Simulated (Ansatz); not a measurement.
**V: enthalpy under pressure, worked through**

These are results of DFT PBEsol, scalar-relativistic, plane waves, PAW in Ansatz, not measurements. Run with 420 eV cutoff, 20×20×20 k-mesh, Gaussian smearing of 0.10 eV, no spin polarisation.

Starting point, cell and atoms relaxed:

```xyz
1
Lattice="-1.4794 1.4794 1.4794 1.4794 -1.4794 1.4794 1.4794 1.4794 -1.4794" Properties=species:S:1:pos:R:3 pbc="T T T"
V     0.0000    0.0000    0.0000
```

Cell and atoms were relaxed at each target pressure within the start's symmetry (Im-3m), at zero temperature; other phases can be more stable under pressure. H = E + PV with P the target; E is the free energy at the smearing used, whose derivative the pressure is, per atom and counted from zero pressure. The mesh named is that at zero pressure; some other pressures ran on another.

| P (GPa) | V (Å³/atom) | E − E0 (meV) | H − H0 (meV) |
| --- | --- | --- | --- |
| 0 | 12.952 | 0.0 | 0.0 |
| 1 | 12.887 | 0.2 | 80.6 |
| 4 | 12.701 | 3.1 | 320.2 |
| 12 | 12.260 | 24.9 | 943.1 |
| 25 | 11.663 | 93.0 | 1912.9 |
| 50 | 10.790 | 293.7 | 3661.2 |
| 90 | 9.815 | 714.0 | 6227.3 |

Problem. Thermodynamics gives dH/dP = V along a relaxed path. Integrate V over P by the trapezoid rule and compare with the computed enthalpies.

Solution. With 1 eV/Å³ = 160.22 GPa, each step adds the mean volume times ΔP / 160.22:
| P (GPa) | ∫V dP (meV) | H − H0 (meV) | difference (meV) |
| --- | --- | --- | --- |
| 1 | 80.6 | 80.6 | 0.0 |
| 4 | 320.2 | 320.2 | 0.0 |
| 12 | 943.4 | 943.1 | 0.3 |
| 25 | 1913.9 | 1912.9 | 1.1 |
| 50 | 3665.7 | 3661.2 | 4.6 |
| 90 | 6237.9 | 6227.3 | 10.5 |

V(P) curves upward, so the trapezoid rule runs high; integrating a smooth curve through the same points (P as a polynomial of degree 4 in ln V) puts that excess at about 12.7 meV at 90 GPa, against the 10.5 meV found. What is left comes from the shape of V(P) between points this far apart, and from the mesh, the smearing and the stress tolerance.

Problem. At 90 GPa, how much of the enthalpy change is stored energy and how much is the PV term?

Solution. E rises by 714 meV/atom and PV is 90 × 9.815 / 160.22 = 5513 meV/atom, so PV makes 89 % of ΔH. So between rival structures at high pressure a small difference in volume can outweigh the difference in energy: 1 % of this volume is worth 55.1 meV/atom at this pressure.

Problem. What bulk modulus do the lowest pressures give?

Solution. From the pressures that the runs reached, -1.00 GPa (13.019 Å³) and 1.02 GPa (12.887 Å³), B = −ΔP/Δln V = 2.02 / 0.0102 = 198 GPa, a mean over that range.